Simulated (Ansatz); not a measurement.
# Al2Cu: the cost of one run

Computed with Ansatz 0.2.0 (DFT PBE, scalar-relativistic, plane waves, PAW, unless a step's input says otherwise).

### 1 The structure to begin with

It takes space group I4/mcm (No. 140, tetragonal). Conventional cell: a = 6.067 Å, b = 6.067 Å, c = 4.877 Å, α = 90.00°, β = 90.00°, γ = 90.00°. Al (site symmetry m2m) has 4 Cu at 2.59 Å and 3 Al at 2.71 to 2.90 Å as nearest neighbours. Cu (site symmetry 422) is surrounded by 2 Cu at 2.44 Å and 8 Al at 2.59 Å.

As a file:

```
Al Cu
1.0
    -3.03350    3.03350    2.43850
     3.03350   -3.03350    2.43850
     3.03350    3.03350   -2.43850
Al Cu
4 2
Direct
  0.65810 0.15810 0.81620
  0.15810 0.34190 0.50000
  0.34190 0.84190 0.18380
  0.84190 0.65810 0.50000
  0.25000 0.25000 0.00000
  0.75000 0.75000 0.00000
```

The structure rests on an entry of the Crystallography Open Database; cell or positions may have been set otherwise for this series.

### 2 Relaxing cell and atoms: Al2Cu, no spin

Contents of input.yaml:

```yaml
crystal:
  lattice:
    - [-3.0335, 3.0335, 2.4385]
    - [3.0335, -3.0335, 2.4385]
    - [3.0335, 3.0335, -2.4385]
  atoms:
    - { symbol: Al, position: [0.6581, 0.1581, 0.8162] }
    - { symbol: Al, position: [0.1581, 0.3419, 0.5] }
    - { symbol: Al, position: [0.3419, 0.8419, 0.1838] }
    - { symbol: Al, position: [0.8419, 0.6581, 0.5] }
    - { symbol: Cu, position: [0.25, 0.25, 0.0] }
    - { symbol: Cu, position: [0.75, 0.75, 0.0] }
scf:
  occupations: { method: gaussian, width: 0.1 }
output:
  forces: true
  stress: true
  eigenvalues: true
  write_density: true
  write_potential: true
  elf: true
  volumetric_format: npy
kpoints:
  mp_grid: { grid: [14, 14, 14] }
hamiltonian:
  xc: pbe
relax:
  f_tol: 0.003
  max_steps: 60
  cell: { stress_tol: 0.02 }
```

On the command line:

```bash
$ ansatz run input.yaml --threads 8 --pin off --max-ram 24576MiB --backend cpu --events-out ev --progress --plain --runs-dir out
```

**Question.** How long does this run take on 8 threads of Intel Xeon Platinum 8488C (Sapphire Rapids), shared host, and how much memory does it need?

About 34 s, with a peak of 0.89 GiB.
